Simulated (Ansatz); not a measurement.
## Ge and the effect of the functional

Symmetry: Imma, No. 74, orthorhombic system. The conventional cell has a = 4.992 Å, b = 5.302 Å, c = 2.874 Å, α = 90.00°, β = 90.00°, γ = 90.00°. Around Ge (site symmetry mm2) lie 6 Ge at 2.68 to 2.87 Å.

This isn't the form of Ge at room conditions, which is diamond.

Kept alike: task band structure; k mesh 11 × 11 × 11; occupations fermi-dirac, width 0.05 eV; no spin polarisation. Program: Ansatz, Ansatz PAW. Cutoffs run from 420 to 500 eV. The mesh is that of the run's cell of 2 atoms. No spin-orbit coupling.

| functional | pressure (GPa) |
| --- | --- |
| BLYP | 7.42 |
| PBEsol | -2.49 |
| r2SCAN | -1.33 |

Pressure is positive in compression, with a Pulay correction for the finite cutoff. For a metal such a mesh leaves the last digits unconverged. All rows use potentials made for PBE.

The pressure runs from -2.49 (PBEsol) to 7.42 GPa (BLYP). A positive pressure means that the functional's own cell is larger than the one given, a negative one that it is smaller.
